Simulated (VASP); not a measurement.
A run of VASP 6.6.1:

POSCAR

```
TiC
1.0
    0.0000000000      2.1593000000      2.1593000000
    2.1593000000      0.0000000000      2.1593000000
    2.1593000000      2.1593000000      0.0000000000
Ti C
1 1
Direct
    0.0000000000      0.0000000000      0.0000000000
    0.5000000000      0.5000000000      0.5000000000
```

Contents of INCAR.step1:

```
PREC = Accurate
ENCUT = 520
EDIFF = 1E-5
ISMEAR = -1
SIGMA = 0.05
LREAL = False
LASPH = True
NELM = 80
ALGO = Normal
ISIF = 2
LWAVE = True
LCHARG = False
NBANDS = 15
GGA = PE
KPAR = 4
```

INCAR.step2

```
PREC = Accurate
ENCUT = 520
EDIFF = 1E-6
ISMEAR = -1
SIGMA = 0.05
LREAL = False
LASPH = True
NELM = 80
ALGO = Normal
ISIF = 2
LWAVE = False
LCHARG = False
GGA = PE
LHFCALC = True
HFSCREEN = 0.2
PRECFOCK = Fast
NBANDS = 15
ISTART = 1
KPAR = 4
```

Contents of KPOINTS:

```
regular mesh
0
Gamma
  7 7 7
```

Potentials or basis: VASP PAW PBE potentials, release 64 (Ti_sv, C).

Launch:

```sh
$ cat potpaw_PBE.64/Ti_sv/POTCAR potpaw_PBE.64/C/POTCAR > POTCAR
$ cp INCAR.step1 INCAR
$ mpirun -np 4 vasp_std > vasp.out
$ cp INCAR.step2 INCAR
$ mpirun -np 4 vasp_std > vasp.out
```

Hardware: 4 MPI ranks on Intel(R) Xeon(R) 6975P-C (Granite Rapids), with other jobs on the host.

Task: Estimate the wall time of this run.

Result: It took 2.3 min on 4 MPI ranks on Intel(R) Xeon(R) 6975P-C (Granite Rapids), with other jobs on the host, peak memory 0.23 GiB a rank. Counts: scf iterations 11, k points 20.
